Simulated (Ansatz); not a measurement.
# PtS2: the band gap up the ladder of functionals

The task here is to estimate one member of a computed series from the others.

Program: Ansatz 0.2.0. PAW datasets, plane waves. The cell comes from a prototype generator: it can be a known phase or a hypothetical one. Spin polarisation is off.

### Starting point

The cell was relaxed beforehand with r2SCAN.

In-plane lattice: a = 3.538 Å, b = 3.538 Å, γ = 120.0°; thickness between the outer nuclei 2.48 Å. Pt has 6 S at 2.39 Å; S has 3 Pt at 2.39 Å.

The structure in full:

```xyz
3
Lattice="3.5380 0.0000 0.0000 -1.7690 3.0640 0.0000 0.0000 0.0000 29.6850" Properties=species:S:1:pos:R:3 pbc="T T F"
Pt    0.0000    0.0000    9.0000
S     0.0000    2.0427   10.2397
S     1.7690    1.0213    7.7603
```
Periodic in the plane only; c spans the vacuum.

Set-up of the first run:

Contents of input.yaml:

```yaml
crystal:
  lattice:
    - [3.5380032244, 0.0, 0.0]
    - [-1.7690016122, 3.064000671, 0.0]
    - [0.0, 0.0, 29.6849614792]
  atoms:
    - { symbol: Pt, position: [0.0, 0.0, 0.3031838194] }
    - { symbol: S, position: [0.3333333333, 0.6666666667, 0.3449445063] }
    - { symbol: S, position: [0.6666666667, 0.3333333333, 0.2614231325] }
  periodic: [true, true, false]
kpoints:
  mp_grid: { grid: [12, 12, 1] }
  band_path:
    path:
      - [0, 0, 0]
      - [0.5, 0, 0]
      - [0.3333333333333, 0.3333333333333, 0]
      - [0, 0, 0]
    npoints: 10
hamiltonian:
  xc: pbe
scf:
  occupations: { method: fermi_dirac, width: 0.02 }
  n_extra_bands: 4
output:
  forces: true
  stress: true
  eigenvalues: true
  write_density: true
  write_potential: true
  elf: true
  volumetric_format: npy
```

Launch:

```bash
$ ansatz run input.yaml --threads 2 --pin off --max-ram 18432MiB --backend cpu --events-out ev --progress --plain --runs-dir out
```

Among the steps run: PBE band path; r2SCAN at the same geometry; Single point with HSE06; PBE+SOC; PBE0 at the same geometry; LDA; HSE06+SOC; Hartree-Fock at the same geometry; LC-ωPBE at the same geometry.

One table of the session follows, with a row left open; its other results are not shown here.

| level | gap (eV) |
| --- | --- |
| PBE | 1.83 |
| r2SCAN | ? |
| HSE06 | 2.67 |
| PBE+SOC | 1.77 |
| PBE0 | 3.34 |
| LDA | 1.72 |
| HSE06+SOC | 2.67 |
| Hartree-Fock | 8.40 |
| LC-ωPBE | 7.48 |

Q: Estimate the row for r2SCAN from the others.

The run gave: gap (eV): 2.05. In the column «gap (eV)» it lies between PBE (1.83) and HSE06 (2.67).

Meshes: PBE 12×12×1, r2SCAN 12×12×1, HSE06 6×6×1, PBE+SOC 12×12×1, PBE0 6×6×1, LDA 12×12×1, HSE06+SOC 6×6×1, Hartree-Fock 6×6×1, LC-ωPBE 6×6×1.

What this shows: The gap runs from 1.72 eV (LDA) to 8.40 eV (Hartree-Fock). PBE reaches 68 % of the HSE06 value, and r2SCAN 77 %. PBE0 lies 0.68 eV above HSE06, which differs from it by screening the long-range exchange.

Caveats from the session: Warnings in the runs' records: stress scf threshold loose, stress exchange threshold loose, xc potential rough in thin density.
